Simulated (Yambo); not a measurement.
# MoS2 (R3m) in Yambo: further runs

The runs below take MoS2 through optical spectrum, with PBEsol.

Program: Yambo 5.3.0. These are calculated values, not measurements. Logs are shortened: lines on timing, memory, paths and dates and some standing lists are left out, and cuts for length are marked.

## (1) The crystal as given

Symmetry: R3m, No. 160, trigonal system. Conventional cell: a = 3.160 Å, b = 3.160 Å, c = 18.450 Å, α = 90.00°, β = 90.00°, γ = 120.00°. Mo (site symmetry 3m) has 6 S at 2.39 Å as nearest neighbours. S (site symmetry 3m) is surrounded by 3 Mo at 2.39 Å. S (site symmetry 3m) is surrounded by 3 Mo at 2.39 Å.

Measurements of this composition are mostly on another form, of space group No. 194.

## (2) Optical spectrum, PBEsol

optics0.in reads:

```
optics
chi
Chimod= "IP"
% BndsRnXd
 1 | 28 |
%
% LongDrXd
 1 | 1 | 1 |
%
% QpntsRXd
 1 | 1 |
%
% EnRngeXd
 0 | 15 | eV
%
% DmRngeXd
 0.2 | 0.2 | eV
%
ETStpsXd= 300
```

scf.in reads:

```
&CONTROL
  calculation = 'scf'
  prefix = 'pwscf'
  outdir = './tmp'
  pseudo_dir = './pseudo'
/
&SYSTEM
  ibrav = 0
  A = 6.41490712
  nat = 3
  ntyp = 2
  ecutwfc = 80
  nbnd = 20
  occupations = 'smearing'
  smearing = 'fd'
  degauss = 0.00367493
  force_symmorphic = .true.
/
&ELECTRONS
  conv_thr = 6d-10
  electron_maxstep = 120
  mixing_beta = 0.5
/
ATOMIC_SPECIES
Mo    95.9500 Mo.upf
S     32.0600 S.upf
CELL_PARAMETERS alat
   0.2463013058    0.1422021252    0.9587044496
  -0.2463013058    0.1422021252    0.9587044496
   0.0000000000   -0.2844042504    0.9587044496
ATOMIC_POSITIONS alat
Mo     0.0000000000    0.0000000000    0.0000000000
S      0.0000000000    0.0000000000    1.1993392665
S      0.0000000000    0.0000000000    0.7190283372
K_POINTS automatic
10 10 10 0 0 0
```

nscf.in reads:

```
&CONTROL
  calculation = 'nscf'
  prefix = 'pwscf'
  outdir = './tmp'
  pseudo_dir = './pseudo'
/
&SYSTEM
  ibrav = 0
  A = 6.41490712
  nat = 3
  ntyp = 2
  ecutwfc = 80
  nbnd = 33
  occupations = 'fixed'
  force_symmorphic = .true.
/
&ELECTRONS
  conv_thr = 1d-08
  diago_full_acc = .true.
  diago_thr_init = 1d-06
/
ATOMIC_SPECIES
Mo    95.9500 Mo.upf
S     32.0600 S.upf
CELL_PARAMETERS alat
   0.2463013058    0.1422021252    0.9587044496
  -0.2463013058    0.1422021252    0.9587044496
   0.0000000000   -0.2844042504    0.9587044496
ATOMIC_POSITIONS alat
Mo     0.0000000000    0.0000000000    0.0000000000
S      0.0000000000    0.0000000000    1.1993392665
S      0.0000000000    0.0000000000    0.7190283372
K_POINTS automatic
10 10 10 0 0 0
```

Potentials or basis: PseudoDojo 0.4.1 SR PBEsol standard.

On the command line:

```
> OMP_NUM_THREADS=1 pw.x -in scf.in > scf.out
> OMP_NUM_THREADS=1 pw.x -in nscf.in > nscf.out
> cd tmp/pwscf.save; p2y; mv SAVE ../..; cd ../..
> OMP_NUM_THREADS=1 yambo
> OMP_NUM_THREADS=1 yambo -F optics0.in -J optics0 -C optics0_out
```

Yambo's report:

```text
[... sections 02.01 to 02.04 as in the set-up run ...]

[... 5 lines left out ...]
  [X] Bosonic    Temperature                        :  0.000000  0.000000 [eV K]
  [X] Finite Temperature mode                       : no
  [X] El. density                                   :  0.48887E+24 [cm-3]
  [X] Fermi Level                                   :  11.10938 [eV]

  [X] === Gaps and Widths ===
  [X] Conduction Band Min                           :  0.911697 [eV]
  [X] Valence Band Max                              :  0.000000 [eV]
  [X] Filled Bands                                  :  13
  [X] Empty Bands                                   :   14   33
  [X] Direct Gap                                    :  1.961616 [eV]
  [X] Direct Gap localized at k                     :  27
  [X] Indirect Gap                                  :  0.911697 [eV]
  [X] Indirect Gap between kpts                     :  116   22
  [X] Last valence band width                       :  1.780263 [eV]
  [X] 1st conduction band width                     :  1.194890 [eV]

 [03] Transferred momenta grid and indexing
 ==========================================

 IBZ Q-points                                      :  116
 BZ  Q-points                                      :  1000

 K/Q-points units:
 rlu = crystal or reduced units; cc = cartesian coordinates; iku = interal k-units

 Q [  1]        [rlu]:  0.000000  0.000000  0.000000
 Q [  2]        [rlu]: -0.14569E-16 -0.14569E-16  0.10000
 Q [  3]        [rlu]: -0.29139E-16 -0.29139E-16  0.20000
 Q [  4]        [rlu]: -0.15953E-16 -0.20748E-17  0.30000
 Q [  5]        [rlu]: -0.69389E-17 -0.69389E-17  0.40000
 Q [  6]        [rlu]:  0.29127E-16  0.29127E-16 -0.50000
[... 42 lines left out ...]
 Q [ 49]        [rlu]:  0.100000  0.300000  0.300000
 Q [ 50]        [rlu]:  0.100000  0.300000  0.400000

 Remaining 66 points informations can be written running with -fatlog

 [04] Dipoles
 ============

  [04.01] Setup: observables and procedures
  =========================================

  [WARNING] [x,Vnl] slows the Dipoles computation. To neglect it rename the ns.kb_pp file
  [WF-Oscillators/G space/Transverse up loader] Normalization (few states)  min/max  :  0.15516E-16   1.0000

  [WR./optics0//ndb.dipoles]------------------------------------------------------
   Brillouin Zone Q/K grids (IBZ/BZ)                :   116  1000   116  1000
   RL vectors                                       :   6121 [WF]
   Fragmentation                                    : yes
   Electronic Temperature                           :  0.000000 [K]
   Bosonic    Temperature                           :  0.000000 [K]
   DIP band range                                   :   1  28
   DIP band range limits                            :  13  14
   DIP e/h energy range                             : -1.000000 -1.000000 [eV]
   RL vectors in the sum                            :   6121
   [r,Vnl] included                                 : yes
   Bands ordered                                    : yes
   Direct v evaluation                              : no
   Approach used                                    : G-space v
   Dipoles computed                                 : R V P [G-space]
   Wavefunctions                                    : Perdew, Burke & Ernzerhof SOL(X)+Perdew, Burke & Ernzerhof SOL(C)

  [WARNING] [r,Vnl^pseudo] included in position and velocity dipoles.

  [WARNING] In case H contains other non local terms, these are neglected

 [05] Optics
 ===========

 [X-CG] R(p) Tot o/o(of R):   19140  195000     100
```

r_setup:

```text
[02] CORE Variables Setup
 =========================

  [02.01] Unit cells
  ==================

  Cell kind             :  Unknown
  Atoms in the cell     :  Mo  S
  number of Mo atoms    :  1
[... 789 lines left out ...]

  [03.01] X indexes
  =================

   [03.01.01] Sigma indexes
   ========================

   [WR./SAVE//ndb.kindx]-----------------------------------------------------------
    Fragmentation                                    : no
    Polarization last K ( bz)                        :  1000
    Polarization last K (ibz)                        :  116
    QP states                                        :    1  116
    X grid is uniform                                : yes
    Grids (string)                                   :  X S
    Grids (int-vector)                               :  1  0  0  1
```

Run time: 16 min. Hardware: 1 thread of Arm Neoverse V1, shared host; peak memory 0.3 GiB.

Results:

```
Band gap on the k mesh, mean-field level       : 0.91 eV, indirect (least direct gap 1.96 eV)
Electronic dielectric constant along the field : 13.91
```

Dielectric function (along the field direction of the input):
```tsv
energy (eV)	real part	imaginary part
0.25	13.98	0.70
1.00	15.14	0.99
1.76	19.35	3.63
2.56	18.31	14.46
3.31	6.09	13.93
4.11	5.90	12.01
4.87	4.21	13.74
5.67	-0.14	11.18
6.42	-2.41	7.81
7.22	-1.46	4.98
7.98	-0.60	4.46
8.78	0.43	4.53
9.53	0.30	5.54
10.33	-1.07	6.02
11.09	-1.08	4.30
11.89	-1.70	4.16
12.64	-1.97	3.09
13.44	-1.66	2.68
14.20	-1.83	2.22
15.00	-1.67	1.66
```

Caveat: spectra need much finer meshes, so this one isn't converged; independent-particle spectra lack excitons. A k mesh can miss the band edges.

## (3) Optical spectrum, PBEsol

optics1.in reads:

```
optics
chi
Chimod= "HARTREE"
% BndsRnXd
 1 | 28 |
%
NGsBlkXd= 1 Ry
% LongDrXd
 1 | 1 | 1 |
%
% QpntsRXd
 1 | 1 |
%
% EnRngeXd
 0 | 20 | eV
%
% DmRngeXd
 0.05 | 0.05 | eV
%
ETStpsXd= 150
```

scf.in is that of step 2.

nscf.in is that of step 2.

Potentials or basis: PseudoDojo 0.4.1 SR PBEsol standard.

On the command line:

```
> OMP_NUM_THREADS=1 pw.x -in scf.in > scf.out
> OMP_NUM_THREADS=1 pw.x -in nscf.in > nscf.out
> cd tmp/pwscf.save; p2y; mv SAVE ../..; cd ../..
> OMP_NUM_THREADS=1 yambo
> OMP_NUM_THREADS=1 yambo -F optics1.in -J optics1 -C optics1_out
```

Yambo's report:

```text
[... sections 02.01 to 02.04 as in the set-up run ...]

[... 5 lines left out ...]
  [X] Bosonic    Temperature                        :  0.000000  0.000000 [eV K]
  [X] Finite Temperature mode                       : no
  [X] El. density                                   :  0.48887E+24 [cm-3]
  [X] Fermi Level                                   :  11.10938 [eV]

  [X] === Gaps and Widths ===
  [X] Conduction Band Min                           :  0.911697 [eV]
  [X] Valence Band Max                              :  0.000000 [eV]
  [X] Filled Bands                                  :  13
  [X] Empty Bands                                   :   14   33
  [X] Direct Gap                                    :  1.961616 [eV]
  [X] Direct Gap localized at k                     :  27
  [X] Indirect Gap                                  :  0.911697 [eV]
  [X] Indirect Gap between kpts                     :  116   22
  [X] Last valence band width                       :  1.780263 [eV]
  [X] 1st conduction band width                     :  1.194890 [eV]

 [03] Transferred momenta grid and indexing
 ==========================================

 IBZ Q-points                                      :  116
 BZ  Q-points                                      :  1000

 K/Q-points units:
 rlu = crystal or reduced units; cc = cartesian coordinates; iku = interal k-units

 Q [  1]        [rlu]:  0.000000  0.000000  0.000000
 Q [  2]        [rlu]: -0.14569E-16 -0.14569E-16  0.10000
 Q [  3]        [rlu]: -0.29139E-16 -0.29139E-16  0.20000
 Q [  4]        [rlu]: -0.15953E-16 -0.20748E-17  0.30000
 Q [  5]        [rlu]: -0.69389E-17 -0.69389E-17  0.40000
 Q [  6]        [rlu]:  0.29127E-16  0.29127E-16 -0.50000
[... 42 lines left out ...]
 Q [ 49]        [rlu]:  0.100000  0.300000  0.300000
 Q [ 50]        [rlu]:  0.100000  0.300000  0.400000

 Remaining 66 points informations can be written running with -fatlog

 [04] Dipoles
 ============

  [04.01] Setup: observables and procedures
  =========================================

  [WARNING] [x,Vnl] slows the Dipoles computation. To neglect it rename the ns.kb_pp file
  [WF-Oscillators/G space/Transverse up loader] Normalization (few states)  min/max  :  0.15516E-16   1.0000

  [WR./optics1//ndb.dipoles]------------------------------------------------------
   Brillouin Zone Q/K grids (IBZ/BZ)                :   116  1000   116  1000
   RL vectors                                       :   6121 [WF]
   Fragmentation                                    : yes
   Electronic Temperature                           :  0.000000 [K]
   Bosonic    Temperature                           :  0.000000 [K]
   DIP band range                                   :   1  28
   DIP band range limits                            :  13  14
   DIP e/h energy range                             : -1.000000 -1.000000 [eV]
   RL vectors in the sum                            :   6121
   [r,Vnl] included                                 : yes
   Bands ordered                                    : yes
   Direct v evaluation                              : no
   Approach used                                    : G-space v
   Dipoles computed                                 : R V P [G-space]
   Wavefunctions                                    : Perdew, Burke & Ernzerhof SOL(X)+Perdew, Burke & Ernzerhof SOL(C)

  [WARNING] [r,Vnl^pseudo] included in position and velocity dipoles.

  [WARNING] In case H contains other non local terms, these are neglected

 [05] Optics
 ===========

 [X-CG] R(p) Tot o/o(of R):   19140  195000     100
```

It took 17 min on 1 thread of Arm Neoverse V1, shared host; peak memory 3.2 GiB.

What came out:

```
Band gap on the k mesh, mean-field level                              : 0.91 eV, indirect (least direct gap 1.96 eV)
Electronic dielectric constant along the field                        : 12.83
Electronic dielectric constant along the field, independent particles : 13.96
```

Dielectric function (along the field direction of the input):
```
energy (eV)  real part  imaginary part
       0.27      12.91            0.16
       0.67      13.34            0.19
       1.21      14.80            0.30
       1.74      19.62            1.16
       2.28      25.64            6.86
       2.68      19.39           17.30
       3.22       2.02           15.21
       3.76       5.05           11.12
       4.30       3.41           10.44
       4.70       3.57            8.60
       5.23      -1.86            6.76
       5.77       1.24            6.47
       6.31       0.23            5.54
       6.85      -1.81            4.39
       7.25      -0.95            4.23
       7.79       0.12            3.94
       8.32       0.86            2.08
       8.86       2.93            3.08
       9.26       3.02            4.27
       9.80       2.15            4.49
      10.34       0.40            7.25
      10.87      -0.22            5.03
      11.28       0.23            4.55
      11.81      -0.96            4.62
      12.35      -2.01            3.84
      12.89      -1.83            3.45
      13.42      -1.29            2.88
      13.83      -1.34            2.70
      14.36      -1.74            2.29
      14.90      -1.52            1.90
      15.44      -1.32            1.76
      15.84      -1.36            1.55
      16.38      -1.22            1.34
      16.91      -1.11            1.15
      17.45      -0.99            1.08
      17.85      -0.96            1.08
      18.39      -0.98            0.85
      18.93      -0.78            0.51
      19.46      -0.71            0.55
      20.00      -0.61            0.40
```

Caveat: spectra need much finer meshes, so this one isn't converged; these spectra lack excitons. A k mesh can miss the band edges.

(Continued in part 2 of 2.)
